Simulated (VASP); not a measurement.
Set up this calculation in VASP 6.6.1, as the native input.

* Task: single point
* Functional: PBE
* Potentials or basis: VASP PAW PBE potentials, release 64 (Hf_pv)
* Cutoff: 520 eV
* k mesh: 16 × 16 × 16
* Occupations: gaussian, width 0.1 eV
* Spin: no spin polarisation
* Dipole correction: no
* Further INCAR settings: ALGO = Normal; EDIFF = 1e-06; NBANDS = 11

The structure of Hf lies in POSCAR:

```
Hf
1.0
   -1.7723126184      1.7723126184      1.7723126184
    1.7723126184     -1.7723126184      1.7723126184
    1.7723126184      1.7723126184     -1.7723126184
Hf
1
Direct
    0.0000000000      0.0000000000      0.0000000000
```

This isn't the form of Hf at room conditions, which is hcp.

One way to write it, as run:

INCAR

```
SYSTEM = Hf
PREC     = Accurate       ! precision mode
ENCUT    = 520            ! plane-wave cutoff, eV
EDIFF    = 1E-6           ! SCF threshold, eV
ISMEAR   = 0              ! smearing method
SIGMA    = 0.1            ! smearing width, eV
LREAL    = .False.        ! projectors in reciprocal space
LASPH    = .True.         ! aspherical terms in the spheres
NELM     = 100            ! most SCF steps
ALGO     = Normal         ! electronic algorithm
ISIF     = 2              ! what is computed and relaxed
LWAVE    = .False.        ! write WAVECAR
LCHARG   = .False.        ! write CHGCAR
GGA      = PE             ! functional
NBANDS   = 11             ! bands
```

KPOINTS

```
regular mesh
0
Gamma
  16 16 16
  0 0 0
```

Potentials or basis: VASP PAW PBE potentials, release 64 (Hf_pv).

Run with:

```console
$ cat potpaw_PBE.64/Hf_pv/POTCAR > POTCAR
$ mpirun -np 1 vasp_std > vasp.out
```

Results of the run:

The pressure is -0.3 GPa. The band gap on the k mesh is none (metal or under the smearing width).

It took 12 s on 1 thread of Intel(R) Xeon(R) Platinum 8488C (Sapphire Rapids), with other jobs on the host, peak memory 0.16 GiB.
